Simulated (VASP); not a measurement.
# Mo (Im-3m) in VASP: notebook

One crystal, Mo, is run at these levels: LDA; tasks: single point.

Everything below comes from runs of VASP 6.6.1. Logs are shortened: lines on timing, memory, paths and dates and some standing lists are left out, and cuts for length are marked.

### 1 The undisturbed crystal

The structure is cubic, space group Im-3m (No. 229). Conventional cell: a = 3.168 Å, b = 3.168 Å, c = 3.168 Å, α = 90.00°, β = 90.00°, γ = 90.00°. Mo (site symmetry m-3m) is surrounded by 8 Mo at 2.74 Å.

### 2 Single point, LDA (grid = ENCUT=400 dk=0.35 cell=3x3x3 ISMEAR=1 SIGMA=0.02 LREAL=Auto EDIFF=1e-06)

INCAR

```
ALGO = Fast ; EDIFF = 1E-6
ENCUT = 400 ; GGA = CA
ISIF = 2 ; ISMEAR = 1
LASPH = True ; LCHARG = False
LREAL = Auto ; LWAVE = False
NBANDS = 215 ; NELM = 120
PREC = Accurate ; SIGMA = 0.02
```

KPOINTS

```
k-points
0
Gamma
  3 3 3
```

POSCAR

```
Mo
1.0
   -4.7514269157      4.7514269157      4.7514269157
    4.7514269157     -4.7514269157      4.7514269157
    4.7514269157      4.7514269157     -4.7514269157
Mo
27
Direct
    0.0000000000      0.0000000000      0.0000000000
    0.0000000000      0.0000000000      0.3333333333
    0.0000000000      0.0000000000      0.6666666667
    0.0000000000      0.3333333333      0.0000000000
    0.0000000000      0.3333333333      0.3333333333
    0.0000000000      0.3333333333      0.6666666667
    0.0000000000      0.6666666667      0.0000000000
    0.0000000000      0.6666666667      0.3333333333
    0.0000000000      0.6666666667      0.6666666667
    0.3333333333      0.0000000000      0.0000000000
    0.3333333333      0.0000000000      0.3333333333
    0.3333333333      0.0000000000      0.6666666667
    0.3333333333      0.3333333333      0.0000000000
    0.3333333333      0.3333333333      0.3333333333
    0.3333333333      0.3333333333      0.6666666667
    0.3333333333      0.6666666667      0.0000000000
    0.3333333333      0.6666666667      0.3333333333
    0.3333333333      0.6666666667      0.6666666667
    0.6666666667      0.0000000000      0.0000000000
    0.6666666667      0.0000000000      0.3333333333
    0.6666666667      0.0000000000      0.6666666667
    0.6666666667      0.3333333333      0.0000000000
    0.6666666667      0.3333333333      0.3333333333
    0.6666666667      0.3333333333      0.6666666667
    0.6666666667      0.6666666667      0.0000000000
    0.6666666667      0.6666666667      0.3333333333
    0.6666666667      0.6666666667      0.6666666667
```

Potentials or basis: VASP PAW LDA potentials, release 64 (Mo_sv).

Started as:

```sh
cat potpaw_LDA.64/Mo_sv/POTCAR > POTCAR
mpirun -np 1 vasp_std > vasp.out
```

OUTCAR:

```text
EDIFF = 1E-6
   ENCUT = 400
   GGA = CA
   ISIF = 2
   ISMEAR = 1
   LASPH = True
   LREAL = Auto
   NELM = 120
   PREC = Accurate

 Found      4 irreducible k-points:

 Following reciprocal coordinates:
            Coordinates               Weight
  0.000000  0.000000  0.000000      1.000000
  0.333333  0.000000  0.000000     12.000000
  0.333333  0.333333  0.000000      8.000000
 -0.333333  0.333333  0.333333      6.000000
   k-points           NKPTS =      4   k-points in BZ     NKDIM =      4   number of bands    NBANDS=    215
   number of dos      NEDOS =    301   number of ions     NIONS =     27
   total plane-waves  NPLWV = 157464
   dimension x,y,z NGX =    54 NGY =   54 NGZ =   54
   dimension x,y,z NGXF=   108 NGYF=  108 NGZF=  108
   ions per type =              27
   NGX,Y,Z   is equivalent  to a cutoff of  10.91, 10.91, 10.91 a.u.
   NGXF,Y,Z  is equivalent  to a cutoff of  21.82, 21.82, 21.82 a.u.
 SYSTEM =  unknown system
   PREC   = accura    normal or accurate (medium, high low for compatibility)
   ISTART =      0    job   : 0-new  1-cont  2-samecut
   ICHARG =      2    charge: 1-file 2-atom 10-const
   ISPIN  =      1    spin polarized calculation?
   LNONCOLLINEAR =      F non collinear calculations
   LSORBIT =      F    spin-orbit coupling
   LASPH  =      T    aspherical Exc in radial PAW
   ENCUT  =  400.0 eV  29.40 Ry    5.42 a.u.  13.42 13.42 13.42*2*pi/ulx,y,z
   NELM   =    120;   NELMIN=  2; NELMDL= -5     # of ELM steps
   EDIFF  = 0.1E-05   stopping-criterion for ELM
   LREAL  =      T    real-space projection
   EDIFFG = 0.1E-04   stopping-criterion for IOM
   NSW    =      0    number of steps for IOM
   IBRION =     -1    ionic relax: 0-MD 1-quasi-New 2-CG
   NFREE  =      0    steps in history (QN), initial steepest desc. (CG)
   ISIF   =      2    stress and relaxation
   ISYM   =      2    0-nonsym 1-usesym 2-fastsym
   POTIM  = 0.5000    time-step for ionic-motion
   TEBEG  =    0.0;   TEEND  =   0.0 temperature during run
   PSTRESS=    0.0 pullay stress
   NELECT =     378.0000    total number of electrons
   NUPDOWN=      -1.0000    fix difference up-down
   EMIN   =  10.00;   EMAX   =-10.00  energy-range for DOS
   EFERMI =   0.00;   METHOD = LEGACY
   ISMEAR =     1;   SIGMA  =   0.02  broadening in eV -4-tet -1-fermi 0-gaus
   EFERMI_NEDOS =   21; number of points for ismear=-14 and -15
   IALGO  =     68    algorithm
   IMIX   =      4    mixing-type and parameters
     AMIX     =   0.40;   BMIX     =  1.00
     AMIX_MAG =   1.60;   BMIX_MAG =  1.00
  volume/ion in A,a.u.               =      15.89       107.24
  Fermi-wavevector in a.u.,A,eV,Ry     =   1.569380  2.965698 33.510508  2.462953
  Thomas-Fermi vector in A             =   2.671271
   LORBIT       =      0    0 simple, 1 ext, 2 COOP (PROOUT), +10 PAW based schemes
   GGA     = CA    functional components
   LHFCALC =     F    Hartree Fock is set to
   AEXX    =    0.0000 exact exchange contribution
   IVDW    =     0    specifies the selected vdW correction
   LEPSILON=     F    determine dielectric tensor
   LRPA    =     F    only Hartree local field effects (RPA)
 non-spin polarized calculation
 RMM-DIIS sequential band-by-band and
 Methfessel and Paxton  Order N= 1 SIGMA  =   0.02
  energy-cutoff  :      400.00
  volume of cell :      429.07
 maximum number of plane-waves:      7803
 NGX is ok and might be reduce to    54
   NGX = 27   NGY = 27   NGZ = 27

 number of electron     378.0000150 magnetization

 Free energy of the ion-electron system (eV)
  ---------------------------------------------------
  ext. energy  EPLUGINS =         0.00000000
  ---------------------------------------------------
  free energy    TOTEN  =      -327.04237655 eV

  energy without entropy =     -327.03830866  energy(sigma->0) =     -327.04102058

 E-fermi :  12.1422     XC(G=0): -13.5128

 val. band max:       12.0841934806   @ k =  -0.3333   0.3333   0.3333
 cond. band min:      12.1473075989   @ k =   0.3333   0.0000   0.0000
 fundamental gap:      0.0631141183
 Fermi energy:        12.1422002715

 k-point     1 :       0.0000    0.0000    0.0000
  band No.  band energies     occupation
      1     -48.7371      2.00000
      2     -48.5476      2.00000
      3     -48.5476      2.00000
      4     -48.5476      2.00000
      5     -48.5476      2.00000
      6     -48.5476      2.00000
[... 193 lines left out ...]
    200      13.6030      0.00000
    201      13.6031      0.00000

 k-point     2 :       0.3333    0.0000    0.0000
  band No.  band energies     occupation
      1     -48.7080      2.00000
      2     -48.6335      2.00000
      3     -48.5758      2.00000
      4     -48.5758      2.00000
      5     -48.5758      2.00000
      6     -48.5758      2.00000
[... 193 lines left out ...]
    200      13.2173      0.00000
    201      13.2278      0.00000

 k-point     3 :       0.3333    0.3333    0.0000
  band No.  band energies     occupation
      1     -48.6561      2.00000
      2     -48.6561      2.00000
      3     -48.6561      2.00000
      4     -48.5959      2.00000
      5     -48.5328      2.00000
      6     -48.5328      2.00000
[... 193 lines left out ...]
    200      12.7916      0.00000
    201      13.0287      0.00000

 k-point     4 :      -0.3333    0.3333    0.3333
  band No.  band energies     occupation
      1     -48.6798      2.00000
      2     -48.6078      2.00000
      3     -48.6078      2.00000
      4     -48.6078      2.00000
      5     -48.6078      2.00000
      6     -48.5421      2.00000
[... 193 lines left out ...]
    200      12.5967      0.00000
    201      12.5967      0.00000
 [bands above 201 left out]

------------------------ aborting loop because EDIFF is reached ----------------------------------------

  FORCE on cell =-STRESS in cart. coord.  units (eV):
  Direction    XX          YY          ZZ          XY          YZ          ZX
  --------------------------------------------------------------------------------------
  -------------------------------------------------------------------------------------
  Total      -37.7083579    -37.7083579    -37.7083579      0.0000000     -0.0000000      0.0000000
  in kB     -140.8043433   -140.8043433   -140.8043433      0.0000000     -0.0000000      0.0000000
  external PRESSURE =    -140.8043433 kB  Pullay stress =       0.0000000 kB

 VOLUME and BASIS-vectors are now :
 -----------------------------------------------------------------------------
  energy-cutoff  :      400.00
  volume of cell :      429.07
      direct lattice vectors                 reciprocal lattice vectors
    -4.751426916  4.751426916  4.751426916     0.000000000  0.105231546  0.105231546
     4.751426916 -4.751426916  4.751426916     0.105231546  0.000000000  0.105231546
     4.751426916  4.751426916 -4.751426916     0.105231546  0.105231546  0.000000000

 POSITION                                       TOTAL-FORCE (eV/Angst)
 -----------------------------------------------------------------------------------
      0.00000      0.00000      0.00000        -0.000000      0.000000      0.000000
      1.58381      1.58381     -1.58381        -0.000000      0.000000     -0.000000
      3.16762      3.16762     -3.16762        -0.000000      0.000000      0.000000
      1.58381     -1.58381      1.58381        -0.000000      0.000000     -0.000000
      3.16762      0.00000      0.00000        -0.000000     -0.000000     -0.000000
      4.75143      1.58381     -1.58381        -0.000000     -0.000000     -0.000000
[... 19 lines left out ...]
      1.58381      1.58381      4.75143         0.000000      0.000000      0.000000
      3.16762      3.16762      3.16762         0.000000      0.000000      0.000000
 -----------------------------------------------------------------------------------
    total drift:                                0.000000      0.000000      0.000000

  FREE ENERGIE OF THE ION-ELECTRON SYSTEM (eV)
  ---------------------------------------------------
  free  energy   TOTEN  =      -327.0423765459 eV

  energy  without entropy=     -327.0383086554  energy(sigma->0) =     -327.04102058
```

OSZICAR:

```text
N       E                     dE             d eps       ncg     rms          rms(c)
DAV:   1     0.472473122220E+04    0.47247E+04   -0.20069E+05  1760   0.154E+03
DAV:   2    -0.809954230031E+02   -0.48057E+04   -0.47122E+04  1764   0.561E+02
[... 11 lines left out ...]
RMM:  14    -0.327042398841E+03   -0.63905E-04   -0.43293E-04  2049   0.335E-02    0.433E-02
RMM:  15    -0.327042466063E+03   -0.67222E-04   -0.16673E-04  2060   0.250E-02    0.768E-02
RMM:  16    -0.327042488000E+03   -0.21937E-04   -0.69144E-05  1821   0.124E-02    0.111E-01
RMM:  17    -0.327042386065E+03    0.10193E-03   -0.18659E-04  2381   0.401E-02    0.377E-02
RMM:  18    -0.327042375659E+03    0.10406E-04   -0.43984E-05  2085   0.195E-02    0.250E-03
RMM:  19    -0.327042376546E+03   -0.88674E-06   -0.97703E-06  1479   0.518E-03
   1 F= -.32704238E+03 E0= -.32704102E+03  d E =-.406789E-02
```

Run time: 4.6 min. Hardware: 1 thread of Intel Xeon 6975P-C (Granite Rapids), shared host; peak memory 0.39 GiB.

The run converged, but some of its settings lie outside the range that counts as converged, so its numbers aren't taken as properties of the crystal.

Results:

* Free energy: -327.0424 eV
* Pressure: -14.1 GPa
* Band gap on the k mesh: none (metal or under the smearing width)

### 3 Single point, LDA (grid = ENCUT=460 dk=0.35 cell=3x3x3 ISMEAR=1 SIGMA=0.1 LREAL=Auto EDIFF=1e-06)

INCAR

```
ALGO = Fast ; EDIFF = 1E-6
ENCUT = 460 ; GGA = CA
ISIF = 2 ; ISMEAR = 1
LASPH = True ; LCHARG = False
LREAL = Auto ; LWAVE = False
NBANDS = 215 ; NELM = 120
PREC = Accurate ; SIGMA = 0.1
```

KPOINTS is that of step 2.

POSCAR is that of step 2.

Potentials or basis: VASP PAW LDA potentials, release 64 (Mo_sv).

Started as:

```sh
cat potpaw_LDA.64/Mo_sv/POTCAR > POTCAR
mpirun -np 1 vasp_std > vasp.out
```

OUTCAR:

```text
EDIFF = 1E-6
   ENCUT = 460
   GGA = CA
   ISIF = 2
   ISMEAR = 1
   LASPH = True
   LREAL = Auto
   NELM = 120
   PREC = Accurate

 Found      4 irreducible k-points:

 Following reciprocal coordinates:
            Coordinates               Weight
  0.000000  0.000000  0.000000      1.000000
  0.333333  0.000000  0.000000     12.000000
  0.333333  0.333333  0.000000      8.000000
 -0.333333  0.333333  0.333333      6.000000
   k-points           NKPTS =      4   k-points in BZ     NKDIM =      4   number of bands    NBANDS=    215
   number of dos      NEDOS =    301   number of ions     NIONS =     27
   total plane-waves  NPLWV = 216000
   dimension x,y,z NGX =    60 NGY =   60 NGZ =   60
   dimension x,y,z NGXF=   120 NGYF=  120 NGZF=  120
   ions per type =              27
   NGX,Y,Z   is equivalent  to a cutoff of  12.12, 12.12, 12.12 a.u.
   NGXF,Y,Z  is equivalent  to a cutoff of  24.24, 24.24, 24.24 a.u.
 SYSTEM =  unknown system
   PREC   = accura    normal or accurate (medium, high low for compatibility)
   ISTART =      0    job   : 0-new  1-cont  2-samecut
   ICHARG =      2    charge: 1-file 2-atom 10-const
   ISPIN  =      1    spin polarized calculation?
[... 65 lines left out ...]
      1     -48.7408      2.00000
      2     -48.5513      2.00000
      3     -48.5513      2.00000
      4     -48.5513      2.00000
      5     -48.5513      2.00000
      6     -48.5513      2.00000
[... 805 lines left out ...]
    200      12.5961     -0.00000
    201      12.5961     -0.00000
 [bands above 201 left out]

------------------------ aborting loop because EDIFF is reached ----------------------------------------

  FORCE on cell =-STRESS in cart. coord.  units (eV):
  Direction    XX          YY          ZZ          XY          YZ          ZX
  --------------------------------------------------------------------------------------
  -------------------------------------------------------------------------------------
  Total      -36.2554394    -36.2554394    -36.2554394     -0.0000000     -0.0000000      0.0000000
  in kB     -135.3790940   -135.3790940   -135.3790940     -0.0000000     -0.0000000      0.0000000
  external PRESSURE =    -135.3790940 kB  Pullay stress =       0.0000000 kB

 VOLUME and BASIS-vectors are now :
 -----------------------------------------------------------------------------
  energy-cutoff  :      460.00
  volume of cell :      429.07
      direct lattice vectors                 reciprocal lattice vectors
    -4.751426916  4.751426916  4.751426916     0.000000000  0.105231546  0.105231546
     4.751426916 -4.751426916  4.751426916     0.105231546  0.000000000  0.105231546
     4.751426916  4.751426916 -4.751426916     0.105231546  0.105231546  0.000000000

 POSITION                                       TOTAL-FORCE (eV/Angst)
 -----------------------------------------------------------------------------------
      0.00000      0.00000      0.00000         0.000000     -0.000000     -0.000000
      1.58381      1.58381     -1.58381        -0.000000      0.000000     -0.000000
      3.16762      3.16762     -3.16762         0.000000     -0.000000      0.000000
      1.58381     -1.58381      1.58381        -0.000000      0.000000     -0.000000
      3.16762      0.00000      0.00000        -0.000000      0.000000     -0.000000
      4.75143      1.58381     -1.58381        -0.000000     -0.000000     -0.000000
[... 19 lines left out ...]
      1.58381      1.58381      4.75143         0.000000      0.000000      0.000000
      3.16762      3.16762      3.16762         0.000000     -0.000000      0.000000
 -----------------------------------------------------------------------------------
    total drift:                                0.000000     -0.000000      0.000000

  FREE ENERGIE OF THE ION-ELECTRON SYSTEM (eV)
  ---------------------------------------------------
  free  energy   TOTEN  =      -327.0982553296 eV

  energy  without entropy=     -327.0683105433  energy(sigma->0) =     -327.08827373
```

stdout:

```text
POSCAR found type information on POSCAR Mo
 POSCAR found :  1 types and      27 ions
 scaLAPACK will be used
 LDA part: xc-table for (Slater(with rela. corr.)+CA(PZ))
 , standard interpolation
 POSCAR, INCAR and KPOINTS ok, starting setup
 FFT: planning ... GRIDC
 FFT: planning ... GRID_SOFT
 FFT: planning ... GRID
 WAVECAR not read
 entering main loop
```

Wall time 5.2 min (1 thread of Intel Xeon 6975P-C (Granite Rapids), shared host); peak memory 0.48 GiB.

These settings aren't checked as converged: the numbers below hold their error.

Results:

| Item | Value |
| --- | --- |
| Free energy | -327.0983 eV |
| Pressure | -13.5 GPa |
| Band gap on the k mesh | none (metal or under the smearing width) |

### 4 Single point, LDA (grid = ENCUT=650 dk=0.35 cell=3x3x3 ISMEAR=1 SIGMA=0.1 LREAL=Auto EDIFF=1e-06)

INCAR: that of step 3 with these lines changed.

```diff
@@ -1,3 +1,3 @@
 ALGO = Fast ; EDIFF = 1E-6
-ENCUT = 460 ; GGA = CA
+ENCUT = 650 ; GGA = CA
 ISIF = 2 ; ISMEAR = 1
```

KPOINTS is that of step 3.

POSCAR is that of step 3.

Started as:

```sh
cat potpaw_LDA.64/Mo_sv/POTCAR > POTCAR
mpirun -np 1 vasp_std > vasp.out
```

It took 11 min on 1 thread of Intel Xeon 6975P-C (Granite Rapids), shared host; peak memory 0.71 GiB.

These settings aren't checked as converged: the numbers below hold their error.

Results:

```yaml
Free_energy: -327.0769 eV
Pressure: -13.4 GPa
Band_gap_on_the_k_mesh: none (metal or under the smearing width)
```
